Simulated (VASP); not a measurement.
This VASP 6.6.1 run on Se needs a look.

Contents of INCAR:

```
PREC = Accurate
ENCUT = 500
EDIFF = 1E-6
ISMEAR = -5
SIGMA = 0.05
LREAL = F
LASPH = T
NELM = 83
ALGO = Normal
ISIF = 2
LWAVE = F
LCHARG = F
MAGMOM = 0 0 0 0 0 0 0 0 0 0 0 0 0 0 0 0 0 0
LORBIT = 11
LSORBIT = T
GGA_COMPAT = F
GGA = PS
IVDW = 11
```

Contents of KPOINTS:

```
regular mesh
0
Gamma
  2 2 1
```

The input POSCAR:

```
Se
1.0
    8.2300800000      0.0000000000      0.0000000000
   -4.1150400000      7.1274600000      0.0000000000
    0.0000000000      0.0000000000     18.7062100000
Se
6
Direct
    0.2447975300      0.0260095200      0.0691493200
    0.1892024700      0.9739904800      0.5975173400
    0.0109650800      0.1940527400      0.4110197500
    0.9890349200      0.2399472600      0.9223135900
    0.7857886000      0.8089557600      0.2584392400
    0.7802114000      0.7570442400      0.7415607600
```

Potentials or basis: VASP PAW PBE potentials, release 64 (Se).

The run is started by

```console
$ cat potpaw_PBE.64/Se/POTCAR > POTCAR
$ mpirun -np 1 vasp_ncl > vasp.out
```

OUTCAR:

```text
PREC = Accurate
   ENCUT = 500
   EDIFF = 1E-6
   ISMEAR = -5
   LREAL = F
   LASPH = T
   NELM = 83
   ISIF = 2
   LORBIT = 11
   LSORBIT = T
   GGA = PS
   IVDW = 11
 IVDW          = 11

 ion  position               nearest neighbor table
   1  0.245  0.026  0.069-
   2  0.189  0.974  0.598-
   3  0.011  0.194  0.411-
   4  0.989  0.240  0.922-
[... 253 lines left out ...]
  -------------------------------------------------------------------------------------
  Total      -3.54586    -3.47016    -6.75290    -0.44066    -0.46270     0.32547
  in kB      -5.17734    -5.06682    -9.85998    -0.64341    -0.67559     0.47522
  external pressure =       -6.70 kB  Pullay stress =        0.00 kB

 VOLUME and BASIS-vectors are now :
 -----------------------------------------------------------------------------
  energy-cutoff  :      500.00
  volume of cell :     1097.30
      direct lattice vectors                 reciprocal lattice vectors
     8.230080000  0.000000000  0.000000000     0.121505502  0.070151218  0.000000000
    -4.115040000  7.127460000  0.000000000     0.000000000  0.140302436  0.000000000
     0.000000000  0.000000000 18.706210000     0.000000000  0.000000000  0.053458183

 POSITION                                       TOTAL-FORCE (eV/Angst)
 -----------------------------------------------------------------------------------
      1.90767      0.18538      1.29352        -0.459546      0.129825     -0.220746
     -2.45086      6.94208     11.17728        -0.757032     -0.287713      0.433310
     -0.70829      1.38310      7.68862         0.082244     -0.773384     -0.470141
      7.15244      1.71021     17.25299         0.363039     -0.281496      0.235975
      3.13822      5.76580      4.83442         0.164894      0.733954      0.617788
      3.30593      5.39580     13.87179         0.606400      0.478814     -0.596187
 -----------------------------------------------------------------------------------
    total drift:                                0.014076      0.001456     -0.052772

  FREE ENERGIE OF THE ION-ELECTRON SYSTEM (eV)
  ---------------------------------------------------
  free  energy   TOTEN  =        -4.1612990048 eV

  energy  without entropy=       -4.1612990048  energy(sigma->0) =       -4.16129900
```

On the terminal:

```text
POSCAR found type information on POSCAR Se
 POSCAR found :  1 types and       6 ions
[... 34 lines left out ...]

 soft stop encountered!  aborting job ...
```

Question: What happened, and what is wrong with the input?

Answer: The run was cut off at its time limit. The input holds a flaw that was put in on purpose: cell typed in bohr.
